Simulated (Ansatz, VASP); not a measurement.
# ZnSe: VASP beside Ansatz

```
CELL_PARAMETERS angstrom
0.00000 2.84321 2.84321
2.84321 0.00000 2.84321
2.84321 2.84321 0.00000
ATOMIC_POSITIONS crystal
Zn 0.00000 0.00000 0.00000
Se 0.75000 0.75000 0.75000
```

Change from the starting cell: volume scaled by 1.01, PAW files.

Alike in both runs: task electric field gradients; functional LDA; k mesh 8 × 8 × 8; occupations fermi-dirac, width 0.03 eV; no spin polarisation.

|  | VASP | Ansatz |
| --- | --- | --- |
| version | VASP 6.6.1 | Ansatz 0.2.0 |
| potentials or method | VASP PAW LDA potentials, release 64 (Zn, Se) | PAW with Ansatz's default frozen-core files, scalar-relativistic |
| plane-wave cutoff (eV) | 520 | 420 |
| valence electrons in the cell | 18 | 28 |

```csv
,VASP,Ansatz,Ansatz less VASP
pressure (GPa),-3.6,-3.9,-0.29
Vzz of the field gradient on the site that differs most (V/Å²),0.0,0.0,0.00
```

The two sets of potentials don't hold the same shells in valence.
